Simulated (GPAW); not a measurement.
This GPAW 26.7.0 run on AlN needs a look.

File run.py:

```python
from ase import Atoms
from ase.dft.bandgap import bandgap
from ase.io import write
from ase.units import GPa
from gpaw import GPAW, PW

atoms = Atoms(['Al', 'N'],
              cell=[[0.0, 2.1839935596, 2.1839935596],
                    [2.1839935596, 0.0, 2.1839935596],
                    [2.1839935596, 2.1839935596, 0.0]],
              scaled_positions=[[0.0, 0.0, 0.0],
                                [0.25, 0.25, 0.25]],
              pbc=True)

calc = GPAW(mode=PW(800),
            xc='PBE',
            kpts={'size': (10, 10, 10), 'gamma': True},
            occupations={'name': 'fermi-dirac', 'width': 2.0},
            nbands=11,
            convergence={'density': 1e-05, 'energy': 1e-05},
            maxiter=100,
            txt='gpaw.txt')
atoms.calc = calc
energy = atoms.get_potential_energy()
forces = atoms.get_forces()
stress = atoms.get_stress()
calc.write('gs.gpw')
write('result.traj', atoms)
print(f'Energy: {energy:.6f} eV')
print('Forces (eV/A):')
print(forces.round(4))
print('Stress (GPa):', (stress / GPa).round(3))
print('Fermi level:', round(calc.get_fermi_level(), 4), 'eV')
print(f'Gap: {bandgap(calc)[0]:.4f} eV, direct: {bandgap(calc, direct=True)[0]:.4f} eV')
```

Potentials or basis: GPAW PAW data sets (gpaw-data 1.2.1), pw.

Launch:

```console
$ OMP_NUM_THREADS=1 python run.py
```

gpaw.txt:

```text
__  _  _
 | _ |_)|_||  |
 |__||  | ||/\| - 26.7.0

Input parameters:
  mode=PW(ecut=800.0),
  convergence={'density': 1e-05, 'energy': 1e-05},
  kpts=MonkhorstPack(size=(10, 10, 10), gamma=True),
  maxiter=100,
  nbands=11,
  occupations=Occupations(name='fermi-dirac', width=2.0),
  xc=XC(name='PBE')

Diagonalizing LCAO Hamiltonian
Converting LCAO to pw mode

           N
       Al

Atoms  # Å, Bohr magnetons
|   | symbol |        x |        y |        z |    initial magnetic moments |
|---|--------|----------|----------|----------|-----------------------------|
| 0 |     Al | 0.000000 | 0.000000 | 0.000000 | ( 0.0000,  0.0000,  0.0000) |
| 1 |      N | 1.091997 | 1.091997 | 1.091997 | ( 0.0000,  0.0000,  0.0000) |

Unit cell  # Å
| periodic |        x |        y |        z |  lengths |    angles |
|----------|----------|----------|----------|----------|-----------|
[... 163 lines left out ...]
|iter     | |      energy | eigst |  dens |
|---------|-|-------------|-------|-------|
|iter:   1| |  -15.873394 | -0.13 |       |
|iter:   2| |  -15.380843 | -1.76 | -0.62 |
|iter:   3| |  -13.868241 | -1.09 | -0.67 |
|iter:   4| |  -13.871912 | -3.05 | -1.37 |
|iter:   5| |  -13.875234 | -3.47 | -1.65 |
|iter:   6| |  -13.875577 | -5.59 | -2.83 |
|iter:   7| |  -13.876058 | -6.19 | -3.24 |
|iter:   8| |  -13.876074 | -6.56 | -4.43 |
|iter:   9| |  -13.876079c| -6.86 | -4.87 |
|iter:  10| |  -13.876079c| -7.11 | -5.98c|
|iter:  11| |  -13.876079c| -7.51c| -6.51c|

Converged in 11 steps
Energy contributions relative to reference atoms: (reference = -8085.144769)

Energy contributions:
  Kinetic:          22.084695
  Coulomb:         -16.604265
  Zero:              0.078275
  External:          0.000000
  Xc:              -16.578412
  Entropy:          -5.712745
  Spinorbit:         0.000000
  ----------------------------
  Free energy:     -16.732452
  Extrapolated:    -13.876079

dipole moment: (-8.752293, -8.752293, -8.752293)  # |e|*Ang

Fermi level: 8.758
[... 22 lines left out ...]
Forces  # eV/Ang
|        x |        y |        z |
|----------|----------|----------|
| -0.00000 | -0.00000 | -0.00000 |  # Al   0
|  0.00000 |  0.00000 |  0.00000 |  # N    1

Stress tensor  # eV/Ang^3
|         x |         y |         z |
|-----------|-----------|-----------|
| -0.160918 |  0.000000 | -0.000000 |
|  0.000000 | -0.160918 |  0.000000 |
| -0.000000 |  0.000000 | -0.160918 |

# Writing to gs.gpw (mode='')
```

On the terminal:

```text
Energy: -13.876079 eV
Forces (eV/A):
[[-0. -0. -0.]
 [ 0.  0.  0.]]
Stress (GPa): [-25.782 -25.782 -25.782   0.     -0.      0.   ]
Fermi level: 8.7582 eV
[... 2 lines left out ...]
```

Question: Diagnose the run.

Answer: The run converged. The input holds a flaw that was put in on purpose: smearing width far too large (occupations = name fermi-dirac, width 2.0). The program doesn't stop on it, so the numbers can't be trusted though the run ends normally.
